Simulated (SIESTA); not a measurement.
Si, 2 atoms in the cell. It takes space group I4_1/amd (No. 141, tetragonal). Conventional cell: a = 4.743 Å, b = 4.743 Å, c = 2.659 Å, α = 90.00°, β = 90.00°, γ = 90.00°. Si (site symmetry -4m2) has 6 Si at 2.46 to 2.66 Å as nearest neighbours. This isn't the form of Si at room conditions, which is diamond.

- Program: SIESTA 5.4.2
- Task: relaxation of cell and atoms
- Functional: PBEsol
- Potentials or basis: PseudoDojo 0.4 standard (PBEsol files)
- Basis: DZP (energy shift 0.003 Ry)
- Grid cutoff: 500 Ry
- Energy shift: 0.003 Ry
- k mesh: 8 × 8 × 8
- Occupations: fermi-dirac, width 0.05 eV
- Spin: no spin polarisation
- optimiser: Broyden
- force tolerance: 0.01 eV/Å
- stress tolerance (GPa): 0.05

Potentials or basis: PseudoDojo 0.4 standard (PBEsol files), DZP (energy shift 0.003 Ry).

Command:

```sh
$ siesta < Si.fdf > Si.out 2>&1
```

Hardware: 1 thread of Intel(R) Xeon(R) 6975P-C (Granite Rapids), with other jobs on the host.

**Question.** Estimate the wall time of this run.

**Answer.** Run time: 3.9 min on 1 thread of Intel(R) Xeon(R) 6975P-C (Granite Rapids) (shared host), peak memory 0.35 GiB. Counts: scf iterations 30, k points 296, bands 26, ion steps 8.
